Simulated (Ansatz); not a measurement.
A run of Ansatz 0.2.0 is set up as follows.

The input input.yaml:

```yaml
crystal:
  lattice:
    - [0.0, 3.4390000555, 3.4390000555]
    - [3.4390000555, 0.0, 3.4390000555]
    - [3.4390000555, 3.4390000555, 0.0]
  atoms:
    - { symbol: Pb, position: [0.25, 0.25, 0.25] }
    - { symbol: Pb, position: [0.0, 0.0, 0.0] }
hamiltonian:
  xc: pbe
  pseudopotentials: { kind: paw }
kpoints:
  mp_grid: { grid: [7, 7, 7] }
scf:
  occupations: { method: fermi_dirac, width: 0.05 }
output:
  forces: true
  stress: true
  eigenvalues: true
  write_density: true
  write_potential: true
  elf: true
  volumetric_format: npy
relax:
  f_tol: 0.01
  max_steps: 40
  cell: { stress_tol: 0.05 }
```

Potentials or basis: Ansatz PAW.

The run is started by

```sh
$ ansatz run input.yaml --threads 2 --pin off --max-ram 5632MiB --backend cpu --events-out ev --progress --plain --runs-dir out
```

Predict the relaxed volume.

44.04 Å³/atom.

What does it give for the band gap on the k mesh?

None (metal or under the smearing width).

The path:
| step | energy change (eV) | largest force (eV/Å) | volume (Å³) |
| --- | --- | --- | --- |
| 1 | 0.0000 | 0.0000 | 81.34 |
| 2 | -0.0444 | 0.0000 | 88.93 |
| 3 | -0.0453 | 0.0000 | 88.09 |
| 4 | -0.0459 | 0.0000 | 88.09 |

Caveat: the plane-wave basis is chosen anew once the cell has moved, so the energies of steps on either side of that aren't comparable. Spin-orbit coupling is left out, which matters for the levels of Pb.
